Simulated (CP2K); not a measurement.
## Si2W in CP2K: the effect of functional

The system is Si2W.

```
W Si
1.0
     4.52671    0.00000    0.00000
     2.24503    3.93077    0.00000
    -3.38587   -1.96538    2.27250
W Si
1 2
Direct
  0.00000 0.00000 0.00000
  0.66530 0.66530 0.00000
  0.33470 0.33470 0.00000
```

Alike in all runs:

```yaml
Program: CP2K 2026.2
Task: band structure
Potentials_or_basis: POTENTIAL_UZH W GTH-PBE-q14, Si GTH-PBE-q4; TZVP-MOLOPT-PBE-GTH basis
Density_cutoff: 9184 eV
k_mesh: 12 × 12 × 12
Occupations: fermi-dirac, width 0.05 eV
Spin: no spin polarisation
```

```tsv
functional	pressure (GPa)
PBE	2.5
LDA	?
PBEsol	-0.4
optB88-vdW	5.4
OLYP	-3.7
BEEF-vdW	0.9
HLE17	-23.9
```

Question: What does the run with functional LDA give?

Answer: Pressure -1.3 GPa.

Caveats: the basis of atomic orbitals isn't converged, which shifts pressures, moduli and gaps; the potentials were made for another functional, which shifts forces and pressure (some runs); the potentials were made for a functional far from this one (some runs).
